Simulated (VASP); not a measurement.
# AlP (F-43m) in VASP: settings compared

The runs below take AlP through relaxation of cell and atoms, with r2SCAN, r2SCAN+rVV10.

All numbers are computed with VASP 6.6.1; they aren't measurements. Logs are shortened: lines on timing, memory, paths and dates and some standing lists are left out, and cuts for length are marked.

**1. The structure**

The structure is cubic, space group F-43m (No. 216). The conventional cell has a = 5.473 Å, b = 5.473 Å, c = 5.473 Å, α = 90.00°, β = 90.00°, γ = 90.00°. Al (site symmetry -43m) is surrounded by 4 P at 2.37 Å. Around P (site symmetry -43m) lie 4 Al at 2.37 Å.

The cell is a database's computed one.

**2. Relaxation of cell and atoms, r2SCAN**

Input file INCAR:

```
SYSTEM = AlP
PREC     = Accurate       ! precision mode
ENCUT    = 600            ! plane-wave cutoff, eV
EDIFF    = 1E-7           ! SCF threshold, eV
ISMEAR   = 0              ! smearing method
SIGMA    = 0.02           ! smearing width, eV
LREAL    = .FALSE.        ! projectors in reciprocal space
LASPH    = .TRUE.         ! aspherical terms in the spheres
NELM     = 60             ! most SCF steps
ALGO     = Normal         ! electronic algorithm
ISIF     = 3              ! what is computed and relaxed
LWAVE    = .FALSE.        ! write WAVECAR
LCHARG   = .FALSE.        ! write CHGCAR
METAGGA  = R2SCAN         ! meta-GGA
LMIXTAU  = .TRUE.       
IBRION   = 2              ! ionic algorithm
NSW      = 90             ! ionic steps
EDIFFG   = -0.005         ! ionic threshold
```

Input file KPOINTS:

```
Automatic mesh
0
G
  8 8 8
  0 0 0
```

Input file POSCAR:

```
AlP
1.0
    0.0000000000      2.7364837100      2.7364837100
    2.7364837100      0.0000000000      2.7364837100
    2.7364837100      2.7364837100      0.0000000000
Al P
1 1
Direct
    0.0000000000      0.0000000000      0.0000000000
    0.2500000000      0.2500000000      0.2500000000
```

Potentials or basis: VASP PAW PBE potentials, release 64 (Al, P).

On the command line:

```
> cat potpaw_PBE.64/Al/POTCAR potpaw_PBE.64/P/POTCAR > POTCAR
> mpirun -np 1 vasp_std > vasp.out
```

OUTCAR:

```text
SYSTEM = AlP
   PREC = Accurate
   ENCUT = 600
   EDIFF = 1E-7
   ISMEAR = 0
   LREAL = .FALSE.
   LASPH = .TRUE.
   NELM = 60
   ISIF = 3
   METAGGA = R2SCAN
   IBRION = 2
   NSW = 90
   EDIFFG = -0.005

 ion  position               nearest neighbor table
   1  0.000  0.000  0.000-   2 2.37   2 2.37   2 2.37   2 2.37
   2  0.250  0.250  0.250-   1 2.37   1 2.37   1 2.37   1 2.37

  LATTYP: Found a face centered cubic cell.
 ALAT       =     5.4729674200

  Lattice vectors:

 A1 = (   0.0000000000,   2.7364837100,   2.7364837100)
 A2 = (   2.7364837100,   0.0000000000,   2.7364837100)
 A3 = (   2.7364837100,   2.7364837100,   0.0000000000)

Analysis of symmetry for initial positions (statically):
=====================================================================
 Subroutine PRICEL returns:
 Original cell was already a primitive cell.

 Routine SETGRP: Setting up the symmetry group for a
 face centered cubic supercell.

 Subroutine GETGRP returns: Found 24 space group operations
 (whereof 24 operations were pure point group operations)
 out of a pool of 48 trial point group operations.

The static configuration has the point symmetry T_d .

Analysis of symmetry for dynamics (positions and initial velocities):
=====================================================================
 Subroutine PRICEL returns:
 Original cell was already a primitive cell.

 Routine SETGRP: Setting up the symmetry group for a
 face centered cubic supercell.

 Subroutine GETGRP returns: Found 24 space group operations
 (whereof 24 operations were pure point group operations)
 out of a pool of 48 trial point group operations.

The dynamic configuration has the point symmetry T_d .

 Subroutine INISYM returns: Found 24 space group operations
 (whereof 24 operations are pure point group operations),
 and found     1 'primitive' translations

----------------------------------------------------------------------------------------

                                     Primitive cell

  volume of cell :      40.9835

  direct lattice vectors                    reciprocal lattice vectors
     0.000000000  2.736483710  2.736483710    -0.182716235  0.182716235  0.182716235
     2.736483710  0.000000000  2.736483710     0.182716235 -0.182716235  0.182716235
     2.736483710  2.736483710  0.000000000     0.182716235  0.182716235 -0.182716235

  length of vectors
     3.869972376  3.869972376  3.869972376     0.316473802  0.316473802  0.316473802

  position of ions in fractional coordinates (direct lattice)
     0.000000000  0.000000000  0.000000000
     0.250000000  0.250000000  0.250000000

  ion indices of the primitive-cell ions
   primitive index   ion index
                 1           1
                 2           2

----------------------------------------------------------------------------------------

 KPOINTS: Automatic mesh

Automatic generation of k-mesh.
 Grid dimensions read from file:
 generate k-points for:    8    8    8

 Generating k-lattice:

  Cartesian coordinates                     Fractional coordinates (reciprocal lattice)
    -0.022839529  0.022839529  0.022839529     0.125000000  0.000000000  0.000000000
     0.022839529 -0.022839529  0.022839529     0.000000000  0.125000000  0.000000000
     0.022839529  0.022839529 -0.022839529     0.000000000  0.000000000  0.125000000

  Length of vectors
     0.039559225  0.039559225  0.039559225

  Shift w.r.t. Gamma in fractional coordinates (k-lattice)
     0.000000000  0.000000000  0.000000000

 Subroutine IBZKPT returns following result:
 ===========================================

 Found     29 irreducible k-points:

 Following reciprocal coordinates:
            Coordinates               Weight
  0.000000  0.000000  0.000000      1.000000
  0.125000  0.000000  0.000000      8.000000
  0.250000  0.000000  0.000000      8.000000
  0.375000  0.000000  0.000000      8.000000
  0.500000  0.000000  0.000000      4.000000
  0.125000  0.125000  0.000000      6.000000
[... 16 lines left out ...]
  0.500000  0.250000  0.125000     48.000000
 -0.375000  0.250000  0.125000     24.000000
 [... further k-points ...]
   k-points           NKPTS =     29   k-points in BZ     NKDIM =     29   number of bands    NBANDS=      8
   number of dos      NEDOS =    301   number of ions     NIONS =      2
   total plane-waves  NPLWV =  32768
   dimension x,y,z NGX =    32 NGY =   32 NGZ =   32
   dimension x,y,z NGXF=    64 NGYF=   64 NGZF=   64
   ions per type =               1   1
   NGX,Y,Z   is equivalent  to a cutoff of  13.75, 13.75, 13.75 a.u.
   NGXF,Y,Z  is equivalent  to a cutoff of  27.49, 27.49, 27.49 a.u.
 SYSTEM =  AlP
   PREC   = accura    normal or accurate (medium, high low for compatibility)
   ISTART =      0    job   : 0-new  1-cont  2-samecut
   ICHARG =      2    charge: 1-file 2-atom 10-const
   ISPIN  =      1    spin polarized calculation?
   LNONCOLLINEAR =      F non collinear calculations
   LSORBIT =      F    spin-orbit coupling
   LASPH  =      T    aspherical Exc in radial PAW
   ENCUT  =  600.0 eV  44.10 Ry    6.64 a.u.   7.73  7.73  7.73*2*pi/ulx,y,z
   NELM   =     60;   NELMIN=  2; NELMDL= -5     # of ELM steps
   EDIFF  = 0.1E-06   stopping-criterion for ELM
   LREAL  =      F    real-space projection
   EDIFFG = -.5E-02   stopping-criterion for IOM
   NSW    =     90    number of steps for IOM
   IBRION =      2    ionic relax: 0-MD 1-quasi-New 2-CG
   NFREE  =      1    steps in history (QN), initial steepest desc. (CG)
   ISIF   =      3    stress and relaxation
   ISYM   =      2    0-nonsym 1-usesym 2-fastsym
   POTIM  = 0.5000    time-step for ionic-motion
   TEBEG  =    0.0;   TEEND  =   0.0 temperature during run
   PSTRESS=    0.0 pullay stress
   NELECT =       8.0000    total number of electrons
   NUPDOWN=      -1.0000    fix difference up-down
   EMIN   =  10.00;   EMAX   =-10.00  energy-range for DOS
   EFERMI =   0.00;   METHOD = LEGACY
   ISMEAR =     0;   SIGMA  =   0.02  broadening in eV -4-tet -1-fermi 0-gaus
   EFERMI_NEDOS =   21; number of points for ismear=-14 and -15
   IALGO  =     38    algorithm
   IMIX   =      4    mixing-type and parameters
     AMIX     =   0.40;   BMIX     =  1.00
     AMIX_MAG =   1.60;   BMIX_MAG =  1.00
  volume/ion in A,a.u.               =      20.49       138.29
  Fermi-wavevector in a.u.,A,eV,Ry     =   0.949661  1.794599 12.270497  0.901856
  Thomas-Fermi vector in A             =   2.077965
   LORBIT       =      0    0 simple, 1 ext, 2 COOP (PROOUT), +10 PAW based schemes
   METAGGA = R2SCAN    functional components
   LHFCALC =     F    Hartree Fock is set to
   AEXX    =    0.0000 exact exchange contribution
   IVDW    =     0    specifies the selected vdW correction
   LEPSILON=     F    determine dielectric tensor
   LRPA    =     F    only Hartree local field effects (RPA)
 conjugate gradient relaxation of ions
 non-spin polarized calculation
 Gauss-broadening in eV      SIGMA  =   0.02
  energy-cutoff  :      600.00
  volume of cell :       40.98
 maximum number of plane-waves:      1384
   NGX = 15   NGY = 15   NGZ = 15

 number of electron       8.0000000 magnetization

 Free energy of the ion-electron system (eV)
  ---------------------------------------------------
  ext. energy  EPLUGINS =         0.00000000
  ---------------------------------------------------
  free energy    TOTEN  =       -17.20980536 eV

  energy without entropy =      -17.20980536  energy(sigma->0) =      -17.20980536

 E-fermi :   4.4312     XC(G=0):  -9.6026

 val. band max:        4.3422308491   @ k =   0.0000   0.0000   0.0000
 cond. band min:       6.2652595984   @ k =   0.5000   0.5000   0.0000
 fundamental gap:      1.9230287493
 Fermi energy:         4.4312226755

 k-point     1 :       0.0000    0.0000    0.0000
  band No.  band energies     occupation
      1      -7.6051      2.00000
      2       4.3422      2.00000
      3       4.3422      2.00000
      4       4.3422      2.00000
      5       8.2798      0.00000
      6       9.3079      0.00000
      7       9.3079      0.00000
      8       9.3079      0.00000

 k-point     2 :       0.1250    0.0000    0.0000
  band No.  band energies     occupation
      1      -7.4266      2.00000
      2       3.1314      2.00000
      3       4.1911      2.00000
      4       4.1911      2.00000
      5       8.5959      0.00000
      6       9.6029      0.00000
      7       9.6029      0.00000
      8       9.9387      0.00000

 k-point     3 :       0.2500    0.0000    0.0000
  band No.  band energies     occupation
      1      -6.9251      2.00000
      2       1.1310      2.00000
      3       3.8883      2.00000
      4       3.8883      2.00000
      5       8.1650      0.00000
      6       9.9171      0.00000
      7       9.9171      0.00000
      8      11.8995      0.00000

 k-point     4 :       0.3750    0.0000    0.0000
  band No.  band energies     occupation
      1      -6.2547      2.00000
      2      -0.5649      2.00000
      3       3.6439      2.00000
      4       3.6439      2.00000
      5       7.7794      0.00000
      6       9.7132      0.00000
      7       9.7132      0.00000
      8      13.1707      0.00000

 k-point     5 :       0.5000    0.0000    0.0000
  band No.  band energies     occupation
      1      -5.8778      2.00000
      2      -1.2974      2.00000
      3       3.5548      2.00000
      4       3.5548      2.00000
      5       7.6411      0.00000
      6       9.5629      0.00000
      7       9.5629      0.00000
      8      13.2718      0.00000

 k-point     6 :       0.1250    0.1250    0.0000
  band No.  band energies     occupation
      1      -7.3667      2.00000
      2       3.2582      2.00000
      3       3.8622      2.00000
      4       3.8622      2.00000
      5       8.6966      0.00000
      6       9.3366      0.00000
      7      10.1256      0.00000
      8      10.1256      0.00000

 k-point     7 :       0.2500    0.1250    0.0000
  band No.  band energies     occupation
      1      -6.9703      2.00000
      2       1.7100      2.00000
      3       3.4836      2.00000
      4       3.5682      2.00000
      5       8.4917      0.00000
      6       9.6524      0.00000
      7      10.5755      0.00000
      8      10.7420      0.00000
[... 133 lines left out ...]
 k-point    20 :      -0.3750    0.3750    0.0000
  band No.  band energies     occupation
      1      -5.2282      2.00000
      2      -0.7664      2.00000
      3       0.8540      2.00000
      4       2.5604      2.00000
      5       7.1502      0.00000
      6       9.9012      0.00000
      7      13.4078      0.00000
      8      13.7099      0.00000

 k-point    21 :       0.5000    0.5000    0.0000
  band No.  band energies     occupation
      1      -5.1952      2.00000
      2      -1.0655      2.00000
      3       2.1775      2.00000
      4       2.1775      2.00000
      5       6.2653      0.00000
      6       7.1897      0.00000
      7      16.2705      0.00000
      8      16.2705      0.00000

 k-point    22 :       0.3750    0.2500    0.1250
  band No.  band energies     occupation
      1      -6.5010      2.00000
      2       0.8019      2.00000
      3       2.4170      2.00000
      4       3.4119      2.00000
      5       8.6037      0.00000
      6       9.6749      0.00000
      7      10.2444      0.00000
      8      11.6727      0.00000

 k-point    23 :       0.5000    0.2500    0.1250
  band No.  band energies     occupation
      1      -5.8881      2.00000
      2      -0.3473      2.00000
      3       1.8443      2.00000
      4       3.0199      2.00000
      5       8.7084      0.00000
      6       9.6018      0.00000
      7      10.8843      0.00000
      8      11.9798      0.00000

 k-point    24 :      -0.3750    0.2500    0.1250
  band No.  band energies     occupation
      1      -5.5552      2.00000
      2      -0.9232      2.00000
      3       1.7095      2.00000
      4       2.8268      2.00000
      5       8.7022      0.00000
      6       9.3299      0.00000
      7      11.7531      0.00000
      8      12.6012      0.00000

 [... further k-points ...]

------------------------ aborting loop because EDIFF is reached ----------------------------------------

  FORCE on cell =-STRESS in cart. coord.  units (eV):
  Direction    XX          YY          ZZ          XY          YZ          ZX
  --------------------------------------------------------------------------------------
  -------------------------------------------------------------------------------------
  Total       -0.0042562     -0.0042562     -0.0042562     -0.0000000     -0.0000000      0.0000000
  in kB       -0.1663876     -0.1663876     -0.1663876     -0.0000000     -0.0000000      0.0000000
  external PRESSURE =      -0.1663876 kB  Pullay stress =       0.0000000 kB

 VOLUME and BASIS-vectors are now :
 -----------------------------------------------------------------------------
  energy-cutoff  :      600.00
  volume of cell :       40.98
      direct lattice vectors                 reciprocal lattice vectors
     0.000000000  2.736483710  2.736483710    -0.182716235  0.182716235  0.182716235
     2.736483710  0.000000000  2.736483710     0.182716235 -0.182716235  0.182716235
     2.736483710  2.736483710  0.000000000     0.182716235  0.182716235 -0.182716235

 POSITION                                       TOTAL-FORCE (eV/Angst)
 -----------------------------------------------------------------------------------
      0.00000      0.00000      0.00000         0.000000      0.000000      0.000000
      1.36824      1.36824      1.36824        -0.000000     -0.000000     -0.000000
 -----------------------------------------------------------------------------------
    total drift:                                0.000001      0.000001      0.000001

  FREE ENERGIE OF THE ION-ELECTRON SYSTEM (eV)
  ---------------------------------------------------
  free  energy   TOTEN  =       -17.2098053560 eV

  energy  without entropy=      -17.2098053560  energy(sigma->0) =      -17.20980536

 reached required accuracy - stopping structural energy minimisation
```

It took 37 s on 1 thread of Intel Xeon Platinum 8488C (Sapphire Rapids), shared host; peak memory 0.18 GiB.

What came out:

- Free energy: -17.2098 eV
- Pressure after relaxing: 0.0 GPa
- Band gap on the k mesh: 1.92 eV, indirect (least direct gap 3.94 eV)

Final structure:
```xyz
2
Lattice="0.0000 2.7365 2.7365 2.7365 0.0000 2.7365 2.7365 2.7365 0.0000" Properties=species:S:1:pos:R:3 pbc="T T T"
Al    0.0000    0.0000    0.0000
P     1.3682    1.3682    1.3682
```

Levels at points of the mesh, in eV from the valence-band top:
```csv
k point,band 2,band 3,band 4,band 5,band 6,band 7
"(0.00, 0.00, 0.00)",0.00,0.00,0.00,3.94,4.97,4.97
"(0.50, 0.00, 0.00)",-5.64,-0.79,-0.79,3.30,5.22,5.22
"(0.50, 0.50, 0.00)",-5.41,-2.16,-2.16,1.92,2.85,11.93
```

Caveat: the relaxation stopped at its first step, so nothing moved; the PAW data sets were made with another functional, which shifts forces and pressure a little.

**3. Relaxation of cell and atoms, r2SCAN+rVV10**

Changes to INCAR since step 2:

```diff
@@ -15,2 +15,6 @@
 LMIXTAU  = .TRUE.       
+LUSE_VDW = .TRUE.       
+IVDW_NL  = 2            
+BPARAM   = 11.95        
+CPARAM   = 0.0093       
 IBRION   = 2              ! ionic algorithm
```

KPOINTS is that of step 2.

POSCAR is that of step 2.

Potentials or basis: VASP PAW PBE potentials, release 64 (Al, P).

On the command line:

```
> cat potpaw_PBE.64/Al/POTCAR potpaw_PBE.64/P/POTCAR > POTCAR
> mpirun -np 1 vasp_std > vasp.out
```

Run time: 4.2 min. Hardware: 1 thread of Intel Xeon Platinum 8488C (Sapphire Rapids), shared host; peak memory 0.33 GiB.

It converged, with:

```yaml
Free_energy: -17.0270 eV
Relaxed_volume: 20.38 Å³/atom
Relaxed_cell: a = 3.863 Å, b = 3.863 Å, c = 3.863 Å, α = 60.00°, β = 60.00°, γ = 60.00°
Space_group_after_relaxing_to_0.05_Å: F-43m (No. 216)
Energy_gained_by_relaxing: 0.2 meV/atom
Ionic_steps: 3
Pressure_after_relaxing: 0.0 GPa
Band_gap_on_the_k_mesh: 1.86 eV, indirect (least direct gap 3.95 eV)
```

The path:
```csv
step,energy change (eV),largest force (eV/Å),pressure (GPa),volume (Å³)
1,0.0000,0.0000,-0.46,40.98
2,-0.0002,0.0000,0.33,40.63
3,-0.0003,0.0000,0.02,40.77
```

Final structure:
```xyz
2
Lattice="0.0000 2.7317 2.7317 2.7317 0.0000 2.7317 2.7317 2.7317 0.0000" Properties=species:S:1:pos:R:3 pbc="T T T"
Al    0.0000    0.0000    0.0000
P     1.3658    1.3658    1.3658
```

Levels at points of the mesh, in eV from the valence-band top:
```csv
k point,band 1,band 2,band 3,band 4,band 5,band 6,band 7,band 8
"(0.00, 0.00, 0.00)",-11.99,0.00,0.00,0.00,3.95,4.96,4.96,4.96
"(0.50, 0.00, 0.00)",-10.24,-5.68,-0.79,-0.79,3.29,5.20,5.20,8.88
"(0.50, 0.50, 0.00)",-9.55,-5.44,-2.18,-2.18,1.86,2.81,11.96,11.96
```

Caveat: the PAW data sets were made with another functional, which shifts forces and pressure a little.
